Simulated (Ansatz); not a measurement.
The reference is Sb2Te3 in the Bi2Te3 type structure (space group R-3m, No. 166; a = 4.2761 Å, c = 29.8248 Å (hexagonal axes)). Axes: x lies along a and z along c of the hexagonal cell.

Method: plane-wave PAW DFT at the PBE-D3(BJ) level (Ansatz, a program for electronic structure, 420 eV), without spin-orbit coupling.

Before the change:

The pressure is 0.0 GPa. The volume per atom comes out as 31.49 Å³.

The change: tensile biaxial strain of 4.26 % in the plane normal to [001], as in epitaxy on a mismatched substrate; the out-of-plane cell vector and the atoms relax.

Question: Predict the new pressure, energy relative to the base and volume per atom.

Answer: The pressure (mean of the normal stresses, compression positive) goes from zero to -1.7 GPa; the energy rises by 23 meV/atom; the volume per atom grows by 1.168 Å³ (31.49 Å³ → 32.65 Å³).

Stability against distortions was not tested. All final runs are without spin polarisation. Gaps under 0.05 eV, about the width of the smearing, are given as zero.
